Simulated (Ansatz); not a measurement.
MgF$_{2}$:
```cif
data_F4Mg2
_chemical_formula_sum 'Mg2 F4'
_space_group_name_H-M_alt 'P 1'
_space_group_IT_number 1
_cell_length_a 4.55565
_cell_length_b 4.55565
_cell_length_c 3.01220
_cell_angle_alpha 90.000
_cell_angle_beta 90.000
_cell_angle_gamma 90.000
loop_
_space_group_symop_operation_xyz
  'x, y, z'
loop_
_atom_site_label
_atom_site_type_symbol
_atom_site_fract_x
_atom_site_fract_y
_atom_site_fract_z
_atom_site_occupancy
Mg1 Mg 0.50000 0.50000 0.50000 1
Mg2 Mg 0.00000 0.00000 0.00000 1
F1 F 0.69702 0.69702 0.00000 1
F2 F 0.30298 0.30298 0.00000 1
F3 F 0.80298 0.19702 0.50000 1
F4 F 0.19702 0.80298 0.50000 1
```

Relaxed with LDA.

Problem. Give the optical modes at the zone centre with their infrared and Raman activity from DFPT, the program Ansatz at the LDA level (PAW).

Solution. Transverse frequencies, without the LO–TO term; a row sums one degenerate level.

```
ω (cm⁻¹)  degeneracy  IR ((D/Å)²/amu)  Raman (Å⁴/amu)  activity  symmetry
--------  ----------  ---------------  --------------  --------  --------
75                 1             0.00               0    silent       B1g
201                1             0.00               0    silent       B1u
236                2             7.20               0        IR        Eu
288                1             0.00               0    silent       A2g
304                2             0.00           0.060     Raman        Eg
423                1            13.16               0        IR       A2u
425                1             0.00            0.18     Raman       A1g
425                2             0.39               0        IR        Eu
447                1             0.00               0    silent       B1u
478                2            16.77               0        IR        Eu
525                1             0.00               0    silent       B2g
```

Problem. How high does the top mode go among those that the LO–TO term moves?

Solution. 633 cm⁻¹ for q along x, 633 cm⁻¹ for q along y, 628 cm⁻¹ for q along z.

Space group P4_2/mnm (rutile). The LDA relaxation kept the symmetry of its start; phonons on a q-mesh show no instability.

Potentials: the later of the program's two PAW sets.
